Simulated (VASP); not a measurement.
# CoO (I4/mmm) in VASP: notebook

One crystal, CoO, is run at these levels: RPBE; tasks: single point.

Program: VASP 6.6.1. These are calculated values, not measurements. Logs are shortened: lines on timing, memory, paths and dates and some standing lists are left out, and cuts for length are marked.

## 1. The structure

It takes space group I4/mmm (No. 139, tetragonal). The conventional cell has a = 3.016 Å, b = 3.016 Å, c = 4.214 Å, α = 90.00°, β = 90.00°, γ = 90.00°. Co (site symmetry 4/mmm) is surrounded by 6 O at 2.11 to 2.13 Å. Around O (site symmetry 4/mmm) lie 6 Co at 2.11 to 2.13 Å.

## 2. Single point, RPBE, collinear spin, ferromagnetic start

Input file INCAR:

```
SYSTEM = CoO
PREC = Accurate ; ENCUT = 500
EDIFF = 1E-6 ; ISMEAR = 0
SIGMA = 0.05 ; LREAL = .False.
LASPH = .True. ; NELM = 100
ALGO = Fast ; ISIF = 2
LWAVE = .False. ; LCHARG = .True.
ISPIN = 2 ; MAGMOM = 2 0
LORBIT = 11 ; LMAXMIX = 4
GGA = RP ; LELF = .True.
LVHAR = .True.
```

Input file KPOINTS:

```
regular mesh
0
Gamma
  12 12 12
  0 0 0
```

Input file POSCAR:

```
CoO
2.9981
   -0.502985223975      0.502985223975      0.702860991194
    0.502985223975     -0.502985223975      0.702860991194
    0.502985223975      0.502985223975     -0.702860991194
Co O
1 1
Direct
    0.0000000000      0.0000000000      0.0000000000
    0.5000000000      0.5000000000      0.0000000000
```

Potentials or basis: VASP PAW PBE potentials, release 64 (Co, O).

The run is started by

```sh
$ cat potpaw_PBE.64/Co/POTCAR potpaw_PBE.64/O/POTCAR > POTCAR
$ mpirun -np 1 vasp_std > vasp.out
```

OUTCAR:

```text
SYSTEM = CoO
   PREC = Accurate
   ENCUT = 500
   EDIFF = 1E-6
   ISMEAR = 0
   LREAL = .False.
   LASPH = .True.
   NELM = 100
   ISIF = 2
   ISPIN = 2
   LORBIT = 11
   GGA = RP

 ion  position               nearest neighbor table
   1  0.000  0.000  0.000-   2 2.11   2 2.11   2 2.13   2 2.13   2 2.13   2 2.13
   2  0.500  0.500  0.000-   1 2.11   1 2.11   1 2.13   1 2.13   1 2.13   1 2.13

  LATTYP: Found a body centered tetragonal cell.
 ALAT       =     3.0160000000
 C/A-ratio  =     1.3973790038

  Lattice vectors:

 A1 = (  -1.5080000000,   1.5080000000,   2.1072475377)
 A2 = (   1.5080000000,  -1.5080000000,   2.1072475377)
 A3 = (   1.5080000000,   1.5080000000,  -2.1072475377)

Analysis of symmetry for initial positions (statically):
=====================================================================
 Subroutine PRICEL returns:
 Original cell was already a primitive cell.

 Routine SETGRP: Setting up the symmetry group for a
 body centered tetragonal supercell.

 Subroutine GETGRP returns: Found 16 space group operations
 (whereof 16 operations were pure point group operations)
 out of a pool of 16 trial point group operations.

The static configuration has the point symmetry D_4h.

Analysis of symmetry for dynamics (positions and initial velocities):
=====================================================================
 Subroutine PRICEL returns:
 Original cell was already a primitive cell.

 Routine SETGRP: Setting up the symmetry group for a
 body centered tetragonal supercell.

 Subroutine GETGRP returns: Found 16 space group operations
 (whereof 16 operations were pure point group operations)
 out of a pool of 16 trial point group operations.

The dynamic configuration has the point symmetry D_4h.

Analysis of structural, dynamic, and magnetic symmetry:
=====================================================================
 Subroutine PRICEL returns:
 Original cell was already a primitive cell.

 Routine SETGRP: Setting up the symmetry group for a
 body centered tetragonal supercell.

 Subroutine GETGRP returns: Found 16 space group operations
 (whereof 16 operations were pure point group operations)
 out of a pool of 16 trial point group operations.

The overall configuration has the point symmetry D_4h.

 Subroutine INISYM returns: Found 16 space group operations
 (whereof 16 operations are pure point group operations),
 and found     1 'primitive' translations

----------------------------------------------------------------------------------------

                                     Primitive cell

  volume of cell :      19.1681

  direct lattice vectors                    reciprocal lattice vectors
    -1.508000000  1.508000000  2.107247538     0.000000000  0.331564987  0.237276348
     1.508000000 -1.508000000  2.107247538     0.331564987  0.000000000  0.237276348
     1.508000000  1.508000000 -2.107247538     0.331564987  0.331564987  0.000000000

  length of vectors
     2.998102764  2.998102764  2.998102764     0.407719764  0.407719764  0.468903701

  position of ions in fractional coordinates (direct lattice)
     0.000000000  0.000000000  0.000000000
     0.500000000  0.500000000  0.000000000

  ion indices of the primitive-cell ions
   primitive index   ion index
                 1           1
                 2           2

----------------------------------------------------------------------------------------

 KPOINTS: regular mesh

Automatic generation of k-mesh.
 Grid dimensions read from file:
 generate k-points for:   12   12   12

 Generating k-lattice:

  Cartesian coordinates                     Fractional coordinates (reciprocal lattice)
     0.000000000  0.027630416  0.019773029     0.083333333  0.000000000  0.000000000
     0.027630416  0.000000000  0.019773029     0.000000000  0.083333333  0.000000000
     0.027630416  0.027630416  0.000000000     0.000000000  0.000000000  0.083333333

  Length of vectors
     0.033976647  0.033976647  0.039075308

  Shift w.r.t. Gamma in fractional coordinates (k-lattice)
     0.000000000  0.000000000  0.000000000

 Subroutine IBZKPT returns following result:
 ===========================================
[... 38 lines left out ...]
 SYSTEM =  CoO
   PREC   = accura    normal or accurate (medium, high low for compatibility)
   ISTART =      0    job   : 0-new  1-cont  2-samecut
   ICHARG =      2    charge: 1-file 2-atom 10-const
   ISPIN  =      2    spin polarized calculation?
   LNONCOLLINEAR =      F non collinear calculations
   LSORBIT =      F    spin-orbit coupling
   LASPH  =      T    aspherical Exc in radial PAW
   ENCUT  =  500.0 eV  36.75 Ry    6.06 a.u.   5.47  5.47  5.47*2*pi/ulx,y,z
   NELM   =    100;   NELMIN=  2; NELMDL= -5     # of ELM steps
   EDIFF  = 0.1E-05   stopping-criterion for ELM
   LREAL  =      F    real-space projection
   EDIFFG = 0.1E-04   stopping-criterion for IOM
   NSW    =      0    number of steps for IOM
   IBRION =     -1    ionic relax: 0-MD 1-quasi-New 2-CG
   NFREE  =      0    steps in history (QN), initial steepest desc. (CG)
   ISIF   =      2    stress and relaxation
   ISYM   =      2    0-nonsym 1-usesym 2-fastsym
   POTIM  = 0.5000    time-step for ionic-motion
   TEBEG  =    0.0;   TEEND  =   0.0 temperature during run
   PSTRESS=    0.0 pullay stress
   NELECT =      15.0000    total number of electrons
   NUPDOWN=      -1.0000    fix difference up-down
   EMIN   =  10.00;   EMAX   =-10.00  energy-range for DOS
   EFERMI =   0.00;   METHOD = LEGACY
   ISMEAR =     0;   SIGMA  =   0.05  broadening in eV -4-tet -1-fermi 0-gaus
   EFERMI_NEDOS =   21; number of points for ismear=-14 and -15
   IALGO  =     68    algorithm
   IMIX   =      4    mixing-type and parameters
     AMIX     =   0.40;   BMIX     =  1.00
     AMIX_MAG =   1.60;   BMIX_MAG =  1.00
  volume/ion in A,a.u.               =       9.58        64.68
  Fermi-wavevector in a.u.,A,eV,Ry     =   1.508618  2.850874 30.965868  2.275927
  Thomas-Fermi vector in A             =   2.619048
   LORBIT       =     11    0 simple, 1 ext, 2 COOP (PROOUT), +10 PAW based schemes
   GGA     = RP    functional components
   LHFCALC =     F    Hartree Fock is set to
   AEXX    =    0.0000 exact exchange contribution
   IVDW    =     0    specifies the selected vdW correction
   LEPSILON=     F    determine dielectric tensor
   LRPA    =     F    only Hartree local field effects (RPA)
 spin polarized calculation
 RMM-DIIS sequential band-by-band and
 Gauss-broadening in eV      SIGMA  =   0.05
  energy-cutoff  :      500.00
  volume of cell :       19.17
 maximum number of plane-waves:       531
 NGX is ok and might be reduce to    24
   NGX = 11   NGY = 11   NGZ = 11

 number of electron      15.0000006 magnetization       2.9459441

 Free energy of the ion-electron system (eV)
  ---------------------------------------------------
  ext. energy  EPLUGINS =         0.00000000
  ---------------------------------------------------
  free energy    TOTEN  =       -12.18482552 eV

  energy without entropy =      -12.17993569  energy(sigma->0) =      -12.18238061

 E-fermi :   8.1733     XC(G=0): -12.2778

 val. band max:        8.1706691766   @ k =  -0.2500  -0.2500   0.0833
 cond. band min:       8.1733400791   @ k =  -0.4167   0.5000   0.0833
 fundamental gap:      0.0026709026
 Fermi energy:         8.1733002013

 spin component 1

 k-point     1 :       0.0000    0.0000    0.0000
  band No.  band energies     occupation
      1     -12.1566      1.00000
      2       4.8204      1.00000
      3       4.8573      1.00000
      4       4.9771      1.00000
      5       4.9771      1.00000
      6       5.0083      1.00000
      7       5.0544      1.00000
      8       5.0544      1.00000
      9       5.1650      1.00000
     10       9.2716      0.00000
     11      25.1522      0.00000
     12      26.4135      0.00000
[... 333 lines left out ...]
      1     -11.1003      1.00000
      2       0.8760      1.00000
      3       2.3311      1.00000
      4       2.6910      1.00000
      5       5.2406      1.00000
      6       5.7418      1.00000
      7       6.2005      1.00000
      8       7.1616      1.00000
      9       7.4386      1.00000
     10      14.1377      0.00000
     11      18.1623      0.00000
     12      20.4820      0.00000

 [... further k-points ...]

 spin component 2

 k-point     1 :       0.0000    0.0000    0.0000
  band No.  band energies     occupation
      1     -11.6397      1.00000
      2       5.5871      1.00000
      3       5.6468      1.00000
      4       5.6468      1.00000
      5       7.0569      1.00000
      6       7.0570      1.00000
      7       7.0754      1.00000
      8       8.2657      0.00447
      9       8.3546      0.00000
     10       9.8060      0.00000
     11      24.9696      0.00000
     12      26.8613      0.00000
[... 333 lines left out ...]
      1     -10.5360      1.00000
      2       1.5018      1.00000
      3       3.5180      1.00000
      4       3.9580      1.00000
      5       7.3383      1.00000
      6       8.1003      0.98051
      7       8.2448      0.02152
      8       9.8534      0.00000
      9      10.2343      0.00000
     10      14.7514      0.00000
     11      18.8217      0.00000
     12      21.0494      0.00000

 [... further k-points ...]

------------------------ aborting loop because EDIFF is reached ----------------------------------------

  FORCE on cell =-STRESS in cart. coord.  units (eV):
  Direction    XX          YY          ZZ          XY          YZ          ZX
  --------------------------------------------------------------------------------------
  -------------------------------------------------------------------------------------
  Total        0.6803775      0.6803775      0.6596197      0.0000000     -0.0000000      0.0000000
  in kB       56.8698760     56.8698760     55.1348190      0.0000000     -0.0000000      0.0000000
  external PRESSURE =      56.2915237 kB  Pullay stress =       0.0000000 kB

 VOLUME and BASIS-vectors are now :
 -----------------------------------------------------------------------------
  energy-cutoff  :      500.00
  volume of cell :       19.17
      direct lattice vectors                 reciprocal lattice vectors
    -1.508000000  1.508000000  2.107247538     0.000000000  0.331564987  0.237276348
     1.508000000 -1.508000000  2.107247538     0.331564987  0.000000000  0.237276348
     1.508000000  1.508000000 -2.107247538     0.331564987  0.331564987  0.000000000

 POSITION                                       TOTAL-FORCE (eV/Angst)
 -----------------------------------------------------------------------------------
      0.00000      0.00000      0.00000        -0.000000     -0.000000      0.000000
      0.00000      0.00000      2.10725         0.000000      0.000000     -0.000000
 -----------------------------------------------------------------------------------
    total drift:                               -0.000000      0.000000     -0.000000

  FREE ENERGIE OF THE ION-ELECTRON SYSTEM (eV)
  ---------------------------------------------------
  free  energy   TOTEN  =       -12.1848255241 eV

  energy  without entropy=      -12.1799356910  energy(sigma->0) =      -12.18238061

 total charge

# of ion       s       p       d       tot
------------------------------------------
    1        0.295   0.361   7.140   7.797
    2        1.563   3.440   0.000   5.003
--------------------------------------------------
tot          1.858   3.801   7.140  12.800

 magnetization (x)

# of ion       s       p       d       tot
------------------------------------------
    1        0.020   0.017   2.554   2.591
    2        0.029   0.281   0.000   0.309
--------------------------------------------------
tot          0.049   0.297   2.554   2.900
```

Wall time 50 s (1 thread of Intel Xeon Platinum 8488C (Sapphire Rapids), shared host); peak memory 0.2 GiB.

Results:

- Free energy: -12.1848 eV
- Pressure: 5.6 GPa
- Band gap on the k mesh: none (metal or under the smearing width)
- Net moment: 2.95 μB per cell
- Site moments: Co +2.59; O +0.31 μB
- Valence electrons inside the program's atomic spheres: Co 7.80; O 5.00

Stress tensor (GPa, compression positive):
```
5.69 0.00 0.00
0.00 5.69 0.00
0.00 0.00 5.51
```

Caveat: the PAW data sets were made with another functional, which shifts forces and pressure a little; a cell with one magnetic atom can't hold antiferromagnetic order, which such compounds often take; semilocal functionals often make such compounds metallic where correlation or magnetic order opens a gap, which also shifts bond lengths. With open d or f shells a metallic result of RPBE can be an artefact of self-interaction; +U or a hybrid may open a gap.

## 3. Single point, RPBE, collinear spin, ferromagnetic start

Input file run.py:

```python
from ase.calculators.vasp import Vasp
from ase.dft.bandgap import bandgap
from ase.io import read

atoms = read('CoO.cif')
atoms.set_initial_magnetic_moments([2.0, 0.0])
calc = Vasp(
    directory='calc',
    xc='rpbe',
    pp='PBE',
    setups='minimal',
    prec='Accurate',
    encut=500,
    ediff=1e-06,
    ismear=0,
    sigma=0.05,
    lreal=False,
    lasph=True,
    nelm=150,
    algo='Normal',
    isif=2,
    lwave=False,
    lcharg=True,
    ispin=2,
    lorbit=11,
    lmaxmix=4,
    lelf=True,
    lvhar=True,
    kpts=[12, 12, 12],
    gamma=True,
)
atoms.calc = calc

print('energy (eV):', atoms.get_potential_energy())
print('free energy (eV):', atoms.get_potential_energy(force_consistent=True))
print('forces (eV/A):')
print(atoms.get_forces())
print('stress (eV/A^3, Voigt):', atoms.get_stress())
print('Fermi level (eV):', calc.get_fermi_level())
print('moment (muB):', atoms.get_magnetic_moment())
print('site moments (muB):', atoms.get_magnetic_moments())
gap, top, bottom = bandgap(calc)
print('band gap (eV):', gap, 'from (spin, k, band)', top, 'to', bottom)
```

Input file CoO.cif:

```cif
data_CoO
_cell_length_a 2.99810276
_cell_length_b 2.99810276
_cell_length_c 2.99810276
_cell_angle_alpha 119.60466520
_cell_angle_beta 119.60466520
_cell_angle_gamma 90.68611480
_space_group_name_H-M_alt 'P1'
_space_group_name_Hall 'P 1'
_space_group_IT_number 1
loop_
_space_group_symop_operation_xyz
'x,y,z'
loop_
_atom_site_label
_atom_site_type_symbol
_atom_site_symmetry_multiplicity
_atom_site_Wyckoff_symbol
_atom_site_fract_x
_atom_site_fract_y
_atom_site_fract_z
_atom_site_occupancy
Co1 Co 1 a 0.0000000000 0.0000000000 0.0000000000 1
O1 O 1 a 0.5000000000 0.5000000000 0.0000000000 1
```

Potentials or basis: VASP PAW PBE potentials, release 64 (Co, O).

The run is started by

```sh
$ python run.py
```

The program printed:

```text
energy (eV): -12.18237004
free energy (eV): -12.18481484
forces (eV/A):
[[ 0. -0.  0.]
 [-0.  0.  0.]]
stress (eV/A^3, Voigt): [-0.0359245  -0.03591106 -0.03647863 -0.         -0.          0.00056081]
Fermi level (eV): 8.17262025
moment (muB): 2.946182
site moments (muB): [2.591 0.31 ]
band gap (eV): 0.0 from (spin, k, band) (None, None, None) to (None, None, None)
```

OUTCAR:

```text
ENCUT = 500.000000
   EDIFF = 1.00e-06
   GGA = RP
   PREC = Accurate
   ISIF = 2
   ISMEAR = 0
   ISPIN = 2
   LORBIT = 11
   NELM = 150
   LASPH = .TRUE.
   LREAL = .FALSE.

 ion  position               nearest neighbor table
   1  0.000  0.000  0.000-   2 2.11   2 2.11   2 2.13   2 2.13   2 2.13   2 2.13
   2  0.500  0.500  0.000-   1 2.11   1 2.11   1 2.13   1 2.13   1 2.13   1 2.13

  LATTYP: Found a body centered tetragonal cell.
 ALAT       =     3.0159999959
[... 953 lines left out ...]
 -----------------------------------------------------------------------------------
      0.00000      0.00000      0.00000         0.000000     -0.000000      0.000000
      1.48110      1.49894      0.00000        -0.000000      0.000000      0.000000
 -----------------------------------------------------------------------------------
    total drift:                                0.000000     -0.000000     -0.000000

  FREE ENERGIE OF THE ION-ELECTRON SYSTEM (eV)
  ---------------------------------------------------
  free  energy   TOTEN  =       -12.1848148412 eV

  energy  without entropy=      -12.1799252455  energy(sigma->0) =      -12.18237004

 total charge

# of ion       s       p       d       tot
------------------------------------------
    1        0.295   0.361   7.141   7.797
    2        1.563   3.440   0.000   5.003
--------------------------------------------------
tot          1.858   3.801   7.141  12.800

 magnetization (x)

# of ion       s       p       d       tot
------------------------------------------
    1        0.020   0.017   2.554   2.591
    2        0.029   0.281   0.000   0.310
--------------------------------------------------
tot          0.049   0.298   2.554   2.900
```

INCAR:

```text
ENCUT = 500.000000
SIGMA = 0.050000
EDIFF = 1.00e-06
ALGO = Normal
GGA = RP
PREC = Accurate
ISIF = 2
ISMEAR = 0
ISPIN = 2
LMAXMIX = 4
LORBIT = 11
NELM = 150
LASPH = .TRUE.
LCHARG = .TRUE.
LELF = .TRUE.
LVHAR = .TRUE.
LWAVE = .FALSE.
LREAL = .FALSE.
MAGMOM = 1*2.0000 1*0.0000
```

It took 51 s on 1 thread of Intel Xeon Platinum 8488C (Sapphire Rapids), shared host; peak memory 0.19 GiB.

Results:

* Free energy: -12.1848 eV
* Pressure: 5.8 GPa
* Band gap on the k mesh: none (metal or under the smearing width)
* Net moment: 2.95 μB per cell
* Site moments: Co +2.59; O +0.31 μB
* Valence electrons inside the program's atomic spheres: Co 7.80; O 5.00

Stress tensor (GPa, compression positive):
```
 5.76 -0.09  0.00
-0.09  5.75  0.00
 0.00  0.00  5.84
```

Levels at points of the mesh, in eV from the Fermi level:
Spin up:
```tsv
k point	band 6	band 7	band 8	band 9	band 10	band 11	band 12
(0.00, 0.00, 0.00)	-3.16	-3.12	-3.12	-3.01	1.10	16.98	18.22
(0.50, 0.00, 0.00)	-2.38	-1.84	0.05	0.11	5.17	9.51	13.46
(0.50, 0.50, 0.00)	-3.01	-2.47	-2.18	-2.04	6.02	9.92	11.79
(0.50, 0.50, 0.50)	-2.95	-2.50	-2.19	-2.19	6.03	10.07	11.69
```
Spin down:
| k point | band 2 | band 3 | band 4 | band 5 | band 6 | band 7 | band 8 | band 9 | band 10 | band 11 |
| --- | --- | --- | --- | --- | --- | --- | --- | --- | --- | --- |
| (0.00, 0.00, 0.00) | -2.59 | -2.53 | -2.53 | -1.12 | -1.12 | -1.10 | 0.09 | 0.18 | 1.63 | 16.80 |
| (0.50, 0.00, 0.00) | -7.59 | -4.65 | -4.59 | -0.16 | -0.10 | 0.19 | 2.79 | 2.80 | 5.41 | 10.32 |
| (0.50, 0.50, 0.00) | -6.41 | -3.85 | -3.74 | -2.23 | 0.08 | 0.14 | 0.58 | 1.10 | 6.90 | 10.38 |
| (0.50, 0.50, 0.50) | -6.40 | -3.83 | -3.83 | -2.26 | 0.13 | 0.13 | 0.68 | 1.03 | 6.90 | 10.51 |

Caveat: the PAW data sets were made with another functional, which shifts forces and pressure a little; a cell with one magnetic atom can't hold antiferromagnetic order, which such compounds often take; semilocal functionals often make such compounds metallic where correlation or magnetic order opens a gap, which also shifts bond lengths. With open d or f shells a metallic result of RPBE can be an artefact of self-interaction; +U or a hybrid may open a gap.
